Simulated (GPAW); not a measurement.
# Does MnSi15C16 (SiC32 Mn1) carry moments in GPAW?

Wanted: the moments of MnSi15C16 (SiC32 Mn1) and the energy gained by spin polarisation.

Program: GPAW 26.7.0. Level of theory: PBE; plane waves with GPAW's PAW setups, scalar-relativistic. Results are calculated unless marked as measured.

## Step 1: Set-up

The structure is tetragonal, space group P-42m (No. 111). The conventional cell has a = 8.720 Å, b = 8.720 Å, c = 4.360 Å, α = 90.00°, β = 90.00°, γ = 90.00°. Mn has 4 C at 1.89 Å nearest. Nearest to C lie 1 Mn at 1.89 Å and 3 Si at 1.89 Å. Si has 4 C at 1.89 Å nearest. C has 4 Si at 1.89 Å nearest. Nearest to Si lie 4 C at 1.89 Å. C has 4 Si at 1.89 Å nearest. substitutional dopants on the host's lattice, its constants typed without a cited source, atoms not relaxed. Farther neighbours are not listed.

The cell is a made-up one and need not be a known phase.

## Step 2: Start 1: ferro +

The parallel start comes first: it fits the smallest cell, keeps the most symmetry and shows whether parallel moments form.

The input, order1.py:

```python
import json
import numpy as np
from ase import Atoms
from ase.parallel import paropen, parprint
from gpaw import GPAW

atoms = Atoms(['Mn', 'C', 'Si', 'C', 'Si', 'C', 'Si', 'C', 'Si', 'C', 'Si', 'C', 'Si', 'C', 'Si', 'C', 'Si', 'C', 'Si', 'C', 'Si', 'C', 'Si', 'C', 'Si', 'C', 'Si', 'C', 'Si', 'C', 'Si', 'C'],
    cell=[[8.72, 0.0, 0.0],
         [0.0, 8.72, 0.0],
         [0.0, 0.0, 4.36]],
    scaled_positions=[[0.0, 0.0, 0.0],
         [0.125, 0.125, 0.25],
         [0.0, 0.25, 0.5],
         [0.125, 0.375, 0.75],
         [0.25, 0.0, 0.5],
         [0.375, 0.125, 0.75],
         [0.25, 0.25, 0.0],
         [0.375, 0.375, 0.25],
         [0.0, 0.5, 0.0],
         [0.125, 0.625, 0.25],
         [0.0, 0.75, 0.5],
         [0.125, 0.875, 0.75],
         [0.25, 0.5, 0.5],
         [0.375, 0.625, 0.75],
         [0.25, 0.75, 0.0],
         [0.375, 0.875, 0.25],
         [0.5, 0.0, 0.0],
         [0.625, 0.125, 0.25],
         [0.5, 0.25, 0.5],
         [0.625, 0.375, 0.75],
         [0.75, 0.0, 0.5],
         [0.875, 0.125, 0.75],
         [0.75, 0.25, 0.0],
         [0.875, 0.375, 0.25],
         [0.5, 0.5, 0.0],
         [0.625, 0.625, 0.25],
         [0.5, 0.75, 0.5],
         [0.625, 0.875, 0.75],
         [0.75, 0.5, 0.5],
         [0.875, 0.625, 0.75],
         [0.75, 0.75, 0.0],
         [0.875, 0.875, 0.25]],
    pbc=True,
    magmoms=[4.5, 0.0, 0.0, 0.0, 0.0, 0.0, 0.0, 0.0, 0.0, 0.0, 0.0, 0.0, 0.0, 0.0, 0.0, 0.0, 0.0, 0.0, 0.0, 0.0, 0.0, 0.0, 0.0, 0.0, 0.0, 0.0, 0.0, 0.0, 0.0, 0.0, 0.0, 0.0])
atoms.calc = GPAW(mode={'name': 'pw', 'ecut': 600},
    xc='PBE',
    kpts={'size': (3, 3, 6), 'gamma': True},
    occupations={'name': 'fermi-dirac', 'width': 0.05},
    convergence={'density': 1e-05, 'energy': 1e-05},
    maxiter=200,
    mixer={'name': 'pulay', 'beta': 0.05, 'nmaxold': 6, 'weight': 50},
    symmetry={'tolerance': 1e-4},
    txt='order1.txt')
e = atoms.get_potential_energy(force_consistent=True)
res = {'free_energy': e, 'energy_sigma0': atoms.get_potential_energy(), 'fermi_energy': atoms.calc.get_fermi_level()}
res['moments'] = atoms.get_magnetic_moments().tolist()
res['total'] = atoms.get_magnetic_moment()
parprint('site moments (muB):', np.round(res['moments'], 3))
parprint(f"total moment: {res['total']:.3f} muB")
parprint(f'free energy: {e:.6f} eV')
atoms.calc.write('order1.gpw')
with paropen('results.json', 'w') as f:
    json.dump(res, f)
```

The run is started by

```sh
$ OMP_NUM_THREADS=1 mpirun -n 4 gpaw python order1.py > order1.log
```

Numbers of over 12 decimals in the logs are rounded to 6 here.

Log:

```text
site moments (muB): [ 2.32e+00 -1.40e-02  2.90e-02  3.00e-03  2.90e-02  3.00e-03  1.50e-02
  1.00e-03  5.00e-03  3.00e-03  2.90e-02 -1.40e-02  2.00e-03  1.00e-03
  1.50e-02  3.00e-03  5.00e-03  3.00e-03  2.00e-03  1.00e-03  2.90e-02
 -1.40e-02  1.50e-02  3.00e-03  3.00e-03  1.00e-03  2.00e-03  3.00e-03
  2.00e-03  3.00e-03  1.50e-02 -1.40e-02]
total moment: 2.898 muB
free energy: -240.813390 eV

--- order1.txt ---
Input parameters:
  mode=PW(ecut=600),
  convergence={'density': 1e-05, 'energy': 1e-05},
  kpts=MonkhorstPack(size=(3, 3, 6), gamma=True),
  maxiter=200,
  mixer=Pulay(name='pulay', nmaxold=6, beta=0.05, weight=50, sigma=0.015, g_ss=None),
  occupations=Occupations(name='fermi-dirac', width=0.05),
  symmetry=Symmetry(tolerance=0.0001),
  xc=XC(name='PBE')

Diagonalizing LCAO Hamiltonian
Converting LCAO to pw mode
      .--------------------.
     /|                    |
    / | C         C        |
   /  |     C          C   |
  /  SC      C SC       C  |
 *    .--Si--------Si------.
 |Si / C CSi Si  C  Ci    /
 |  /      C         C   /
 | /C Si      SC Si     /
 |/     Si        Si   /
 Mn--------Si---------*

Atoms  # Å, Bohr magnetons
|    | symbol |        x |        y |        z |    initial magnetic moments |
|----|--------|----------|----------|----------|-----------------------------|
|  0 |     Mn | 0.000000 | 0.000000 | 0.000000 | ( 0.0000,  0.0000,  4.5000) |
|  1 |      C | 1.090000 | 1.090000 | 1.090000 | ( 0.0000,  0.0000,  0.0000) |
|  2 |     Si | 0.000000 | 2.180000 | 2.180000 | ( 0.0000,  0.0000,  0.0000) |
|  3 |      C | 1.090000 | 3.270000 | 3.270000 | ( 0.0000,  0.0000,  0.0000) |
|  4 |     Si | 2.180000 | 0.000000 | 2.180000 | ( 0.0000,  0.0000,  0.0000) |
|  5 |      C | 3.270000 | 1.090000 | 3.270000 | ( 0.0000,  0.0000,  0.0000) |
|  6 |     Si | 2.180000 | 2.180000 | 0.000000 | ( 0.0000,  0.0000,  0.0000) |
|  7 |      C | 3.270000 | 3.270000 | 1.090000 | ( 0.0000,  0.0000,  0.0000) |
|  8 |     Si | 0.000000 | 4.360000 | 0.000000 | ( 0.0000,  0.0000,  0.0000) |
|  9 |      C | 1.090000 | 5.450000 | 1.090000 | ( 0.0000,  0.0000,  0.0000) |
| 10 |     Si | 0.000000 | 6.540000 | 2.180000 | ( 0.0000,  0.0000,  0.0000) |
| 11 |      C | 1.090000 | 7.630000 | 3.270000 | ( 0.0000,  0.0000,  0.0000) |
| 12 |     Si | 2.180000 | 4.360000 | 2.180000 | ( 0.0000,  0.0000,  0.0000) |
| 13 |      C | 3.270000 | 5.450000 | 3.270000 | ( 0.0000,  0.0000,  0.0000) |
| 14 |     Si | 2.180000 | 6.540000 | 0.000000 | ( 0.0000,  0.0000,  0.0000) |
| 15 |      C | 3.270000 | 7.630000 | 1.090000 | ( 0.0000,  0.0000,  0.0000) |
| 16 |     Si | 4.360000 | 0.000000 | 0.000000 | ( 0.0000,  0.0000,  0.0000) |
| 17 |      C | 5.450000 | 1.090000 | 1.090000 | ( 0.0000,  0.0000,  0.0000) |
| 18 |     Si | 4.360000 | 2.180000 | 2.180000 | ( 0.0000,  0.0000,  0.0000) |
| 19 |      C | 5.450000 | 3.270000 | 3.270000 | ( 0.0000,  0.0000,  0.0000) |
| 20 |     Si | 6.540000 | 0.000000 | 2.180000 | ( 0.0000,  0.0000,  0.0000) |
| 21 |      C | 7.630000 | 1.090000 | 3.270000 | ( 0.0000,  0.0000,  0.0000) |
| 22 |     Si | 6.540000 | 2.180000 | 0.000000 | ( 0.0000,  0.0000,  0.0000) |
| 23 |      C | 7.630000 | 3.270000 | 1.090000 | ( 0.0000,  0.0000,  0.0000) |
| 24 |     Si | 4.360000 | 4.360000 | 0.000000 | ( 0.0000,  0.0000,  0.0000) |
| 25 |      C | 5.450000 | 5.450000 | 1.090000 | ( 0.0000,  0.0000,  0.0000) |
| 26 |     Si | 4.360000 | 6.540000 | 2.180000 | ( 0.0000,  0.0000,  0.0000) |
| 27 |      C | 5.450000 | 7.630000 | 3.270000 | ( 0.0000,  0.0000,  0.0000) |
| 28 |     Si | 6.540000 | 4.360000 | 2.180000 | ( 0.0000,  0.0000,  0.0000) |
| 29 |      C | 7.630000 | 5.450000 | 3.270000 | ( 0.0000,  0.0000,  0.0000) |
| 30 |     Si | 6.540000 | 6.540000 | 0.000000 | ( 0.0000,  0.0000,  0.0000) |
| 31 |      C | 7.630000 | 7.630000 | 1.090000 | ( 0.0000,  0.0000,  0.0000) |

Unit cell  # Å
| periodic |        x |        y |        z |  lengths |    angles |
|----------|----------|----------|----------|----------|-----------|
|      yes | 8.720000 | 0.000000 | 0.000000 | 8.720000 | 90.000000 |
|      yes | 0.000000 | 8.720000 | 0.000000 | 8.720000 | 90.000000 |
|      yes | 0.000000 | 0.000000 | 4.360000 | 4.360000 | 90.000000 |

Number of symmetries: 8

BZ-sampling:
  Number of BZ points: 54
  Number of IBZ points: 12

  Monkhorst-Pack size: [3, 3, 6]
  Monkhorst-Pack shift: [0.0, 0.0, 0.083333]

K-points  # in reciprocal-cell coordinates
|     |                                coordinates |     weight |
|-----|--------------------------------------------|------------|
|   0 | (  0.00000000,   0.00000000,   0.00000000) | 0.01851852 |
|   1 | (  0.00000000,   0.00000000,   0.16666667) | 0.03703704 |
|   2 | (  0.00000000,   0.00000000,   0.33333333) | 0.03703704 |
|   3 | (  0.00000000,   0.00000000,   0.50000000) | 0.01851852 |
|   4 | (  0.33333333,   0.00000000,   0.00000000) | 0.07407407 |
|   5 | (  0.33333333,   0.00000000,   0.16666667) | 0.14814815 |
|   6 | (  0.33333333,   0.00000000,   0.33333333) | 0.14814815 |
|   7 | (  0.33333333,   0.00000000,   0.50000000) | 0.07407407 |
|   8 | (  0.33333333,   0.33333333,   0.00000000) | 0.07407407 |
|   9 | (  0.33333333,   0.33333333,   0.16666667) | 0.14814815 |
| ... |                                            |            |
|  11 | (  0.33333333,   0.33333333,   0.50000000) | 0.07407407 |

Plane wave coefficients: 11108
Cutoff: 600.0 eV

Spin-components: 2 (collinear spins)
Bands:           91
Projectors:      161
Spin-degeneracy: 1
Datatype:        complex128

Parallelization:
  kpt:    4
  domain: 1
  band:   1

Density:
  Valence electrons: 139.0
  Components: 2
  Grid points: [50 50 25]
  Charge: 0.0  # |e|

Potential:
  Grid points: [50 50 25]

species:
  Mn:
    name:    Manganese
    Z:       25.0
    valence: 15
    core:    10
    charge:  0.0  # [|e|]
    compensation charges:
      type: gauss
      rc: 0.38  # [Å]
      lmax: 2
    cutoffs:
      filter: 2.14  # [Å]
      core: 0.86  # [Å]
    projectors
    | kind |    occ | energy [eV] | rcut [Å] |
    |------|--------|-------------|----------|
    |   3s |  2.000 |     -85.859 |    1.275 |
    |   4s |  2.000 |      -5.106 |    1.275 |
    |   3p |  6.000 |     -54.597 |    1.281 |
    |   4p |  0.000 |      -1.371 |    1.281 |
    |   3d |  5.000 |      -6.771 |    1.138 |
    |    d |        |      20.441 |    1.138 |

    Using partial waves for Mn as LCAO basis

  C:
    name:    Carbon
    Z:       6.0
    valence: 4
    core:    2
    charge:  0.0  # [|e|]
    compensation charges:
      type: gauss
      rc: 0.20  # [Å]
      lmax: 2
    cutoffs:
      filter: 1.14  # [Å]
      core: 1.14  # [Å]
    projectors
    | kind |    occ | energy [eV] | rcut [Å] |
    |------|--------|-------------|----------|
    |   2s |  2.000 |     -13.751 |    0.635 |
    |   2p |  2.000 |      -5.284 |    0.635 |
    |    s |        |      13.461 |    0.635 |
    |    p |        |      21.927 |    0.635 |
    |    d |        |       0.000 |    0.635 |

    Using partial waves for C as LCAO basis

  Si:
    name:    Silicon
    Z:       14.0
    valence: 4
    core:    10
    charge:  0.0  # [|e|]
    compensation charges:
      type: gauss
      rc: 0.33  # [Å]
      lmax: 2
    cutoffs:
      filter: 1.86  # [Å]
      core: 2.06  # [Å]
    projectors
    | kind |    occ | energy [eV] | rcut [Å] |
    |------|--------|-------------|----------|
    |   3s |  2.000 |     -10.812 |    1.058 |
    |   3p |  2.000 |      -4.081 |    1.058 |
    |    s |        |      16.399 |    1.058 |
    |    p |        |      23.130 |    1.058 |
    |    d |        |       0.000 |    1.058 |

    Using partial waves for Si as LCAO basis

Reference energy: -166251.301674  # eV

eigensolver:
  PPCG
  Converge bands: occupied
  niter=2

density mixing:
  Pulay-Mixer
  Linear mixing parameters: 0.05
  Old densities: 6
  Fourier metric: weight=50, sigma=0.015

occupation numbers:
  Fermi-Dirac:
    width: 0.0500  # eV

poisson solver:
  ecut: 4800.0  # eV

xc functional:
  name: PBE with 2 nearest neighbor stencil

convergence criteria:
- Maximum integral of absolute [dens]ity change: 1e-05 electrons / valence electron
- Maximum [total energy] change in last 3 cyles: 1e-05 eV / valence electron
- Maximum integral of absolute [eigenst]ate change: 4e-08 eV^2 / valence electron
maximum number of iterations: 200

SCF iterations
|iter     |      energy | eigst |  dens |  magmom |
|---------|-------------|-------|-------|---------|
|iter:   1|       0s | -265.311179 | +0.37 |       |  +4.5075|
|iter:   2|      20s | -259.606275 | -1.20 | -0.58 |  +4.4321|
|iter:   3|      39s | -242.353947 | +0.10 | -0.62 |  +3.8477|
|iter:   4|      58s | -250.784007 | -0.79 | -1.00 |  +3.7896|
|iter:   5|      76s | -240.438687 | -0.73 | -0.92 |  +3.6128|
|iter:   6|      94s | -240.675280 | -2.32 | -1.17 |  +3.5356|
|iter:   7|     111s | -240.900670 | -1.87 | -1.21 |  +3.2244|
|iter:   8|     128s | -240.776193 | -2.18 | -1.66 |  +3.2255|
|iter:   9|     145s | -240.772933 | -2.83 | -1.84 |  +3.1436|
|iter:  10|     162s | -240.761981 | -3.19 | -1.95 |  +3.1137|
[... 18 iterations left out ...]
|iter:  29|     435s | -240.791375c| -8.00c| -4.29 |  +2.8986|
|iter:  30|     443s | -240.791376c| -8.07c| -4.33 |  +2.8986|
|iter:  31|     451s | -240.791376c| -7.83c| -4.40 |  +2.8985|
|iter:  32|     459s | -240.791375c| -7.63c| -4.56 |  +2.8985|
|iter:  33|     467s | -240.791375c| -7.81c| -4.80 |  +2.8984|
|iter:  34|     475s | -240.791375c| -8.20c| -4.87 |  +2.8984|
|iter:  35|     483s | -240.791375c| -8.52c| -4.89 |  +2.8984|
|iter:  36|     491s | -240.791375c| -8.61c| -4.93 |  +2.8984|
|iter:  37|     499s | -240.791374c| -8.44c| -4.95 |  +2.8983|
|iter:  38|     507s | -240.791374c| -8.58c| -5.25c|  +2.8983|

Converged in 38 steps
Energy contributions relative to reference atoms: (reference = -166251.301674)

Energy contributions:
  Kinetic:         256.764740
  Coulomb:        -217.371307
  Zero:             -0.075801
  External:          0.000000
  Xc:             -280.086988
  Entropy:          -0.044033
  Spinorbit:         0.000000
  ----------------------------
  Free energy:    -240.813390
  Extrapolated:   -240.791374

dipole moment: (-76.512553, -76.512553, -75.900207)  # |e|*Ang

Total magnetic moment: (0.000000, 0.000000, 2.898273)

Local magnetic moments
|        x |        y |         z |
|----------|----------|-----------|
| 0.000000 | 0.000000 |  2.320362 |  # Mn   0
| 0.000000 | 0.000000 | -0.014399 |  # C    1
| 0.000000 | 0.000000 |  0.029449 |  # Si   2
| 0.000000 | 0.000000 |  0.003065 |  # C    3
| 0.000000 | 0.000000 |  0.029449 |  # Si   4
| 0.000000 | 0.000000 |  0.003065 |  # C    5
| 0.000000 | 0.000000 |  0.015141 |  # Si   6
| 0.000000 | 0.000000 |  0.000540 |  # C    7
| 0.000000 | 0.000000 |  0.005068 |  # Si   8
| 0.000000 | 0.000000 |  0.003065 |  # C    9
| 0.000000 | 0.000000 |  0.029449 |  # Si  10
| 0.000000 | 0.000000 | -0.014399 |  # C   11
| 0.000000 | 0.000000 |  0.001879 |  # Si  12
| 0.000000 | 0.000000 |  0.000540 |  # C   13
| 0.000000 | 0.000000 |  0.015141 |  # Si  14
| 0.000000 | 0.000000 |  0.003065 |  # C   15
[...]
| 0.000000 | 0.000000 |  0.015141 |  # Si  22
| 0.000000 | 0.000000 |  0.003065 |  # C   23
| 0.000000 | 0.000000 |  0.003121 |  # Si  24
| 0.000000 | 0.000000 |  0.000540 |  # C   25
| 0.000000 | 0.000000 |  0.001879 |  # Si  26
| 0.000000 | 0.000000 |  0.003065 |  # C   27
| 0.000000 | 0.000000 |  0.001879 |  # Si  28
| 0.000000 | 0.000000 |  0.003065 |  # C   29
| 0.000000 | 0.000000 |  0.015141 |  # Si  30
| 0.000000 | 0.000000 | -0.014399 |  # C   31

Fermi level: 9.600
Eigenvalues  # (at kpt = [0.000, 0.000, 0.000])
| band index |      eig [eV] | occ [0-1] |      eig [eV] | occ [0-1] |
|------------|---------------|-----------|---------------|-----------|
|          0 |       -71.856 |     1.000 |       -69.256 |     1.000 |
|        ... |               |           |               |           |
|         64 |         6.962 |     1.000 |         6.981 |     1.000 |
|         65 |         7.314 |     1.000 |         7.802 |     1.000 |
|         66 |         7.620 |     1.000 |         7.899 |     1.000 |
|         67 |         7.814 |     1.000 |         7.899 |     1.000 |
|         68 |         7.814 |     1.000 |         9.534 |     0.789 |
|         69 |         7.837 |     1.000 |         9.553 |     0.720 |
|         70 |         9.247 |     0.999 |         9.553 |     0.720 |
|         71 |         9.373 |     0.989 |         9.820 |     0.012 |
|         72 |         9.373 |     0.989 |         9.859 |     0.006 |
|         73 |        10.305 |     0.000 |        10.933 |     0.000 |
|         74 |        10.639 |     0.000 |        11.348 |     0.000 |
|         75 |        10.639 |     0.000 |        11.348 |     0.000 |
|         76 |        12.200 |     0.000 |        12.259 |     0.000 |
|         77 |        12.269 |     0.000 |        12.307 |     0.000 |
|         78 |        12.645 |     0.000 |        12.713 |     0.000 |
|         79 |        12.645 |     0.000 |        12.713 |     0.000 |
|        ... |               |           |               |           |
|         90 |        14.470 |     0.000 |        14.589 |     0.000 |

No gap
No difference between direct/indirect transitions
```

Wall time 9 min (4 MPI ranks of Arm Neoverse V1, shared host); peak memory 2 GiB.

Spin moment in the augmentation sphere by element, in μB:

| element | atoms | mean | spread (r.m.s.) | least | largest |
| --- | --- | --- | --- | --- | --- |
| Mn | 1 | 2.32 | 0.00 | 2.32 | 2.32 |
| C | 16 | 0.00 | 0.01 | -0.01 | 0.00 |
| Si | 15 | 0.01 | 0.01 | 0.00 | 0.03 |

The atoms farthest from the mean of their element:

| atom | x, y, z (Å) | spin moment in the augmentation sphere (μB) |
| --- | --- | --- |
| Si3 | 0.00, 2.18, 2.18 | 0.03 |
| Si5 | 2.18, 0.00, 2.18 | 0.03 |
| Si11 | 0.00, 6.54, 2.18 | 0.03 |
| Si21 | 6.54, 0.00, 2.18 | 0.03 |
| C12 | 1.09, 7.63, 3.27 | -0.01 |
| C32 | 7.63, 7.63, 1.09 | -0.01 |
| C22 | 7.63, 1.09, 3.27 | -0.01 |
| C2 | 1.09, 1.09, 1.09 | -0.01 |

Numbers from this step:

```yaml
magnetization: 2.898 μB
final_state: ferromagnetic
```

After 38 cycles the largest moment stands at 2.32 μB.

[end of part 1 of 2]

[Logs and program files are shortened in this print: banners, set-up blocks, solver, clock and traceback lines can be left out without a mark of their own.]

[Logs are printed without paths, hosts, clocks, repeated set-up lines and the standing remarks that a program may print on its own settings, such as how far it seeks lower states.]

[Hosts, paths, dates, database ids (printed as entryN), source tags and the programs' standing remarks are cut or masked in the printed files.]

[Where a cell is said to come from a database of computed structures, the database is the Materials Project.]
